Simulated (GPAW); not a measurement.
# HfO2 (Fm-3m) in GPAW: a series of runs

Aim: see how the results for HfO2 move with the level of theory and the settings. Levels: RPBE+D4, revPBE+D3(BJ). Tasks: relaxation of cell and atoms.

Program: GPAW 26.7.0. These are calculated values, not measurements. Logs are shortened: lines on timing, memory, paths and dates and some standing lists are left out, and cuts for length are marked. The log counts tension as positive stress, the text compression.

## (1) Starting point

Symmetry: Fm-3m, No. 225, cubic system. Conventional cell: a = 5.115 Å, b = 5.115 Å, c = 5.115 Å, α = 90.00°, β = 90.00°, γ = 90.00°. Around Hf (site symmetry m-3m) lie 8 O at 2.21 Å. Around O (site symmetry -43m) lie 4 Hf at 2.21 Å.

Measurements of this composition are mostly on another form, of space group No. 14.

## (2) Relaxation of cell and atoms, RPBE+D4, target pressure 1 GPa, at which the enthalpy is minimised

Input file run.py:

```python
from ase import Atoms
from ase.calculators.mixing import SumCalculator
from ase.filters import FrechetCellFilter
from ase.io import write
from ase.optimize import FIRE
from ase.units import GPa
from dftd4.ase import DFTD4
from gpaw import GPAW, PW

atoms = Atoms(['Hf', 'O', 'O'],
              cell=[[0.0, 2.5575, 2.5575],
                    [2.5575, 0.0, 2.5575],
                    [2.5575, 2.5575, 0.0]],
              scaled_positions=[[0.0, 0.0, 0.0],
                                [0.75, 0.75, 0.75],
                                [0.25, 0.25, 0.25]],
              pbc=True)

calc = GPAW(mode=PW(800),
            xc='RPBE',
            kpts={'size': (9, 9, 9), 'gamma': True},
            occupations={'name': 'fermi-dirac', 'width': 0.05},
            nbands=24,
            convergence={'density': 1e-05, 'forces': 0.0001},
            maxiter=150,
            txt='gpaw.txt')
atoms.calc = SumCalculator([calc, DFTD4(method='rpbe')])
opt = FIRE(FrechetCellFilter(atoms, scalar_pressure=1 * GPa), trajectory='relax.traj', logfile='-')
done = opt.run(fmax=0.05, steps=60)
calc.write('gs.gpw')
write('result.traj', atoms)
print('Converged:', done)
print('Cell:', atoms.cell.cellpar().round(4))
print('Volume:', round(atoms.get_volume(), 4))
print(atoms.get_scaled_positions().round(5))
```

Potentials or basis: the program's PAW data sets (release 1.2.1) made for this functional, pw.

Command:

```sh
$ OMP_NUM_THREADS=1 python run.py
```

gpaw.txt:

```text
__  _  _
 | _ |_)|_||  |
 |__||  | ||/\| - 26.7.0

Input parameters:
  mode=PW(ecut=800.0),
  convergence={'density': 1e-05, 'forces': 0.0001},
  kpts=MonkhorstPack(size=(9, 9, 9), gamma=True),
  maxiter=150,
  nbands=24,
  occupations=Occupations(name='fermi-dirac', width=0.05),
  xc=XC(name='RPBE')

Diagonalizing LCAO Hamiltonian
Converting LCAO to pw mode

                   O

           O

       Hf

Atoms  # Å, Bohr magnetons
|   | symbol |        x |        y |        z |    initial magnetic moments |
|---|--------|----------|----------|----------|-----------------------------|
| 0 |     Hf | 0.000000 | 0.000000 | 0.000000 | ( 0.0000,  0.0000,  0.0000) |
| 1 |      O | 3.836250 | 3.836250 | 3.836250 | ( 0.0000,  0.0000,  0.0000) |
| 2 |      O | 1.278750 | 1.278750 | 1.278750 | ( 0.0000,  0.0000,  0.0000) |

Unit cell  # Å
| periodic |        x |        y |        z |  lengths |    angles |
|----------|----------|----------|----------|----------|-----------|
|      yes | 0.000000 | 2.557500 | 2.557500 | 3.616851 | 60.000000 |
|      yes | 2.557500 | 0.000000 | 2.557500 | 3.616851 | 60.000000 |
|      yes | 2.557500 | 2.557500 | 0.000000 | 3.616851 | 60.000000 |

Number of symmetries: 48
Symmetry operations  # r_c * U_cc + t_c -> r_c
|    | kind |            matrix            |
|----|------|------------------------------|
|  0 |  σ   |  1, 0, 0,  1, 0,-1,  1,-1, 0 |
|  1 |  C2  |  1, 0, 0,  1,-1, 0,  1, 0,-1 |
|  2 |  E   |  1, 0, 0,  0, 1, 0,  0, 0, 1 |
|  3 |  σ   |  1, 0, 0,  0, 0, 1,  0, 1, 0 |
|  4 |  C4  |  1, 0,-1,  1, 0, 0,  1,-1, 0 |
|  5 |  S6  |  1, 0,-1,  1,-1, 0,  1, 0, 0 |
|  6 |  σ   |  1, 0,-1,  0, 1,-1,  0, 0,-1 |
|  7 |  C3  |  1, 0,-1,  0, 0,-1,  0, 1,-1 |
|  8 |  S6  |  1,-1, 0,  1, 0, 0,  1, 0,-1 |
|  9 |  C4  |  1,-1, 0,  1, 0,-1,  1, 0, 0 |
| 10 |  C3  |  1,-1, 0,  0,-1, 1,  0,-1, 0 |
| 11 |  σ   |  1,-1, 0,  0,-1, 0,  0,-1, 1 |
| 12 |  σ   |  0, 1, 0,  1, 0, 0,  0, 0, 1 |
| 13 |  C4  |  0, 1, 0,  0, 1,-1, -1, 1, 0 |
| 14 |  C3  |  0, 1, 0,  0, 0, 1,  1, 0, 0 |
| 15 |  S6  |  0, 1, 0, -1, 1, 0,  0, 1,-1 |
| 16 |  C2  |  0, 1,-1,  1, 0,-1,  0, 0,-1 |
| 17 |  σ   |  0, 1,-1,  0, 1, 0, -1, 1, 0 |
| 18 |  S4  |  0, 1,-1,  0, 0,-1,  1, 0,-1 |
| 19 |  C4  |  0, 1,-1, -1, 1, 0,  0, 1, 0 |
| 20 |  C3  |  0, 0, 1,  1, 0, 0,  0, 1, 0 |
| 21 |  σ   |  0, 0, 1,  0, 1, 0,  1, 0, 0 |
| 22 |  S6  |  0, 0, 1,  0,-1, 1, -1, 0, 1 |
| 23 |  C4  |  0, 0, 1, -1, 0, 1,  0,-1, 1 |
| 24 |  S4  |  0, 0,-1,  1, 0,-1,  0, 1,-1 |
| 25 |  C3  |  0, 0,-1,  0, 1,-1,  1, 0,-1 |
| 26 |  C2  |  0, 0,-1,  0,-1, 0, -1, 0, 0 |
| 27 |  S6  |  0, 0,-1, -1, 0, 0,  0,-1, 0 |
| 28 |  S4  |  0,-1, 1,  1,-1, 0,  0,-1, 0 |
| 29 |  C4  |  0,-1, 1,  0, 0, 1, -1, 0, 1 |
| 30 |  C2  |  0,-1, 1,  0,-1, 0,  1,-1, 0 |
| 31 |  σ   |  0,-1, 1, -1, 0, 1,  0, 0, 1 |
| 32 |  C3  |  0,-1, 0,  1,-1, 0,  0,-1, 1 |
| 33 |  S6  |  0,-1, 0,  0, 0,-1, -1, 0, 0 |
| 34 |  S4  |  0,-1, 0,  0,-1, 1,  1,-1, 0 |
| 35 |  C2  |  0,-1, 0, -1, 0, 0,  0, 0,-1 |
| 36 |  C2  | -1, 1, 0,  0, 1, 0,  0, 1,-1 |
| 37 |  S6  | -1, 1, 0,  0, 1,-1,  0, 1, 0 |
| 38 |  S4  | -1, 1, 0, -1, 0, 1, -1, 0, 0 |
| 39 |  C3  | -1, 1, 0, -1, 0, 0, -1, 0, 1 |
| 40 |  S6  | -1, 0, 1,  0, 0, 1,  0,-1, 1 |
| 41 |  C2  | -1, 0, 1,  0,-1, 1,  0, 0, 1 |
| 42 |  C3  | -1, 0, 1, -1, 1, 0, -1, 0, 0 |
| 43 |  S4  | -1, 0, 1, -1, 0, 0, -1, 1, 0 |
| 44 |  C2  | -1, 0, 0,  0, 0,-1,  0,-1, 0 |
| 45 |  i   | -1, 0, 0,  0,-1, 0,  0, 0,-1 |
| 46 |  σ   | -1, 0, 0, -1, 1, 0, -1, 0, 1 |
| 47 |  C2  | -1, 0, 0, -1, 0, 1, -1, 1, 0 |

BZ-sampling:
  Number of BZ points: 729
  Number of IBZ points: 35
[... 130 lines left out ...]
SCF iterations
|iter     | |      energy | eigst |  dens |force |
|---------|-|-------------|-------|-------|------|
|iter:   1| |  -30.883243 | +0.05 |       |      |
|iter:   2| |  -29.737935 | -2.16 | -0.80 |      |
|iter:   3| |  -26.758135 | -1.08 | -0.86 |      |
|iter:   4| |  -26.767990 | -2.64 | -1.45 |      |
|iter:   5| |  -26.790561 | -3.01 | -1.70 |      |
|iter:   6| |  -26.790278 | -4.91 | -2.75 |      |
|iter:   7| |  -26.790358c| -5.54 | -3.24 |      |
|iter:   8| |  -26.790372c| -6.52 | -3.69 |      |
|iter:   9| |  -26.790372c| -8.25c| -4.49 |      |
|iter:  10| |  -26.790372c| -7.48c| -5.08c|      |
|iter:  11| |  -26.790372c| -8.71c| -5.88c|-16.79c|

Converged in 11 steps
Energy contributions relative to reference atoms: (reference = -413984.881668)

Energy contributions:
  Kinetic:          22.732670
  Coulomb:         -26.654887
  Zero:              0.318040
  External:          0.000000
  Xc:              -23.186194
  Entropy:          -0.000000
  Spinorbit:         0.000000
  ----------------------------
  Free energy:     -26.790372
  Extrapolated:    -26.790372
[... 35 lines left out ...]
Stress tensor  # eV/Ang^3
|         x |         y |         z |
|-----------|-----------|-----------|
| -0.016938 | -0.000000 | -0.000000 |
| -0.000000 | -0.016938 |  0.000000 |
| -0.000000 |  0.000000 | -0.016938 |

Forces  # eV/Ang
|       x |        y |       z |
|---------|----------|---------|
| 0.00000 | -0.00000 | 0.00000 |  # Hf   0
| 0.00000 |  0.00000 | 0.00000 |  # O    1
| 0.00000 |  0.00000 | 0.00000 |  # O    2

Diagonalizing LCAO Hamiltonian
Converting LCAO to pw mode

                   O

           O

       Hf

Atoms  # Å, Bohr magnetons
|   | symbol |         x |         y |         z |    initial magnetic moments |
|---|--------|-----------|-----------|-----------|-----------------------------|
| 0 |     Hf | -0.000000 | -0.000000 | -0.000000 | ( 0.0000,  0.0000,  0.0000) |
| 1 |      O |  3.831483 |  3.831483 |  3.831483 | ( 0.0000,  0.0000,  0.0000) |
| 2 |      O |  1.277161 |  1.277161 |  1.277161 | ( 0.0000,  0.0000,  0.0000) |

Unit cell  # Å
| periodic |        x |        y |        z |  lengths |    angles |
|----------|----------|----------|----------|----------|-----------|
|      yes | 0.000000 | 2.554322 | 2.554322 | 3.612357 | 59.999998 |
|      yes | 2.554322 | 0.000000 | 2.554322 | 3.612357 | 59.999998 |
|      yes | 2.554322 | 2.554322 | 0.000000 | 3.612357 | 59.999998 |
[... 151 lines left out ...]
SCF iterations
|iter     | |      energy | eigst |  dens |force |
|---------|-|-------------|-------|-------|------|
|iter:   1| |  -30.877797 | +0.05 |       |      |
|iter:   2| |  -29.734577 | -2.16 | -0.80 |      |
|iter:   3| |  -26.755335 | -1.08 | -0.86 |      |
|iter:   4| |  -26.765472 | -2.64 | -1.45 |      |
|iter:   5| |  -26.787949 | -3.02 | -1.70 |      |
|iter:   6| |  -26.787683 | -4.93 | -2.75 |      |
|iter:   7| |  -26.787761c| -5.55 | -3.24 |      |
|iter:   8| |  -26.787775c| -6.52 | -3.69 |      |
|iter:   9| |  -26.787775c| -8.26c| -4.50 |      |
|iter:  10| |  -26.787775c| -7.49c| -5.08c|      |
|iter:  11| |  -26.787775c| -8.73c| -5.89c|-6.73c|

Converged in 11 steps
Energy contributions relative to reference atoms: (reference = -413984.881668)

Energy contributions:
  Kinetic:          23.504501
  Coulomb:         -27.298225
  Zero:              0.320971
  External:          0.000000
  Xc:              -23.315021
  Entropy:          -0.000000
  Spinorbit:         0.000000
  ----------------------------
  Free energy:     -26.787775
  Extrapolated:    -26.787775
[... 42 lines left out ...]
Forces  # eV/Ang
|        x |        y |        z |
|----------|----------|----------|
|  0.00000 | -0.00000 |  0.00000 |  # Hf   0
| -0.00001 | -0.00001 | -0.00001 |  # O    1
|  0.00001 |  0.00001 |  0.00001 |  # O    2

Interpolating wave functions to new cell

                   O

           O

       Hf

Atoms  # Å, Bohr magnetons
|   | symbol |        x |         y |         z |    initial magnetic moments |
|---|--------|----------|-----------|-----------|-----------------------------|
| 0 |     Hf | 0.000000 | -0.000000 | -0.000000 | ( 0.0000,  0.0000,  0.0000) |
| 1 |      O | 3.822753 |  3.822753 |  3.822753 | ( 0.0000,  0.0000,  0.0000) |
| 2 |      O | 1.274251 |  1.274251 |  1.274251 | ( 0.0000,  0.0000,  0.0000) |

Unit cell  # Å
| periodic |        x |        y |        z |  lengths |    angles |
|----------|----------|----------|----------|----------|-----------|
|      yes | 0.000001 | 2.548502 | 2.548502 | 3.604126 | 59.999977 |
|      yes | 2.548502 | 0.000001 | 2.548502 | 3.604126 | 59.999977 |
|      yes | 2.548502 | 2.548502 | 0.000001 | 3.604126 | 59.999977 |
[... 219 lines left out ...]
Forces  # eV/Ang
|        x |        y |        z |
|----------|----------|----------|
| -0.00000 | -0.00000 |  0.00000 |  # Hf   0
| -0.00000 | -0.00000 | -0.00000 |  # O    1
|  0.00000 |  0.00000 |  0.00000 |  # O    2

Interpolating wave functions to new cell

                   O

           O

       Hf

Atoms  # Å, Bohr magnetons
|   | symbol |        x |         y |         z |    initial magnetic moments |
|---|--------|----------|-----------|-----------|-----------------------------|
| 0 |     Hf | 0.000000 | -0.000000 | -0.000000 | ( 0.0000,  0.0000,  0.0000) |
| 1 |      O | 3.811542 |  3.811542 |  3.811542 | ( 0.0000,  0.0000,  0.0000) |
| 2 |      O | 1.270514 |  1.270514 |  1.270514 | ( 0.0000,  0.0000,  0.0000) |

Unit cell  # Å
| periodic |        x |        y |        z |  lengths |    angles |
|----------|----------|----------|----------|----------|-----------|
|      yes | 0.000002 | 2.541027 | 2.541027 | 3.593554 | 59.999938 |
|      yes | 2.541027 | 0.000002 | 2.541027 | 3.593554 | 59.999938 |
|      yes | 2.541027 | 2.541027 | 0.000002 | 3.593554 | 59.999938 |
[... 219 lines left out ...]
Forces  # eV/Ang
|        x |        y |        z |
|----------|----------|----------|
|  0.00000 | -0.00000 |  0.00000 |  # Hf   0
|  0.00000 |  0.00000 |  0.00000 |  # O    1
| -0.00000 | -0.00000 | -0.00000 |  # O    2

# Writing to gs.gpw (mode='')
```

It took 2.3 min on 1 thread of Intel Xeon Platinum 8488C (Sapphire Rapids), shared host; peak memory 0.37 GiB.

Results:

```yaml
Free_energy: -27.9677 eV
Relaxed_volume: 10.94 Å³/atom
Relaxed_cell: a = 3.594 Å, b = 3.594 Å, c = 3.594 Å, α = 60.00°, β = 60.00°, γ = 60.00°
Space_group_after_relaxing_to_0.05_Å: Fm-3m (No. 225)
Energy_change_on_relaxing_the_enthalpy_is_what_falls: -2.6 meV/atom
Ionic_steps: 4
Pressure_after_relaxing: 0.3 GPa
Band_gap_on_the_k_mesh: 3.97 eV, indirect (least direct gap 4.10 eV)
Dispersion_energy_per_atom: -0.400 eV
```

The path:
```
step  energy change (eV)  largest force (eV/Å)  pressure (GPa)  volume (Å³)
   1              0.0000                0.0000           -4.36        33.46
   2             -0.0029                0.0000           -3.49        33.33
   3             -0.0065                0.0000           -1.86        33.10
   4             -0.0078                0.0000            0.32        32.81
```

Final structure:
```
Hf O
1.0
     0.00000    2.54103    2.54103
     2.54103    0.00000    2.54103
     2.54103    2.54103    0.00000
Hf O
1 2
Direct
  0.00000 0.00000 0.00000
  0.75000 0.75000 0.75000
  0.25000 0.25000 0.25000
```

Caveat: later steps reuse the first step's grids; spin-orbit coupling is left out, which moves the levels of the heavy elements; an odd mesh through Γ misses points on the zone boundary, where band edges often lie.

## (3) Relaxation of cell and atoms, revPBE+D3(BJ), target pressure 20 GPa, at which the enthalpy is minimised

run.py, as its differences from that of step 2:

```diff
@@ -6,3 +6,3 @@
 from ase.units import GPa
-from dftd4.ase import DFTD4
+from dftd3.ase import DFTD3
 from gpaw import GPAW, PW
@@ -19,3 +19,3 @@
 calc = GPAW(mode=PW(800),
-            xc='RPBE',
+            xc='revPBE',
             kpts={'size': (9, 9, 9), 'gamma': True},
@@ -26,5 +26,5 @@
             txt='gpaw.txt')
-atoms.calc = SumCalculator([calc, DFTD4(method='rpbe')])
-opt = FIRE(FrechetCellFilter(atoms, scalar_pressure=1 * GPa), trajectory='relax.traj', logfile='-')
-done = opt.run(fmax=0.05, steps=60)
+atoms.calc = SumCalculator([calc, DFTD3(method='revpbe', damping='d3bj')])
+opt = FIRE(FrechetCellFilter(atoms, scalar_pressure=20 * GPa), trajectory='relax.traj', logfile='-')
+done = opt.run(fmax=0.01, steps=40)
 calc.write('gs.gpw')
```

Potentials or basis: the program's PAW data sets (release 1.2.1) made for this functional, pw.

Command:

```sh
$ OMP_NUM_THREADS=1 python run.py
```

It took 2 min on 1 thread of Intel Xeon Platinum 8488C (Sapphire Rapids), shared host; peak memory 0.27 GiB.

It converged, with:

| Quantity | Value |
| --- | --- |
| Free energy | -28.1658 eV |
| Relaxed volume | 10.19 Å³/atom |
| Relaxed cell | a = 3.510 Å, b = 3.510 Å, c = 3.510 Å, α = 60.00°, β = 60.00°, γ = 60.00° |
| Space group after relaxing (to 0.05 Å) | Fm-3m (No. 225) |
| Energy change on relaxing (the enthalpy is what falls) | +38.4 meV/atom |
| Ionic steps | 9 |
| Pressure after relaxing | 20.1 GPa |
| Band gap on the k mesh | 4.11 eV, indirect (least direct gap 4.28 eV) |
| Dispersion energy per atom | -0.481 eV |

The path:
```tsv
step	energy change (eV)	largest force (eV/Å)	pressure (GPa)	volume (Å³)
1	0.0000	0.0000	-5.56	33.46
2	-0.0121	0.0000	-1.23	32.87
3	0.0086	0.0000	7.52	31.82
4	0.1181	0.0000	20.34	30.56
5	0.1179	0.0000	20.32	30.56
6	0.1174	0.0000	20.29	30.56
7	0.1169	0.0000	20.23	30.57
8	0.1161	0.0000	20.17	30.57
9	0.1153	0.0000	20.10	30.58
```

Final structure:
```yaml
crystal:
  lattice:
    - [0.00000, 2.48196, 2.48196]
    - [2.48196, 0.00000, 2.48196]
    - [2.48196, 2.48196, 0.00000]
  atoms:
    - { symbol: Hf, position: [0.00000, 0.00000, 0.00000] }
    - { symbol: O, position: [0.75000, 0.75000, 0.75000] }
    - { symbol: O, position: [0.25000, 0.25000, 0.25000] }
```

Levels at points of the mesh, in eV from the valence-band top:
| k point | band 10 | band 11 | band 12 | band 13 | band 14 | band 15 |
| --- | --- | --- | --- | --- | --- | --- |
| (0.00, 0.00, 0.00) | -0.59 | -0.59 | -0.59 | 4.11 | 4.11 | 6.52 |

Caveat: later steps reuse the first step's grids; spin-orbit coupling is left out, which moves the levels of the heavy elements; an odd mesh through Γ misses points on the zone boundary, where band edges often lie.
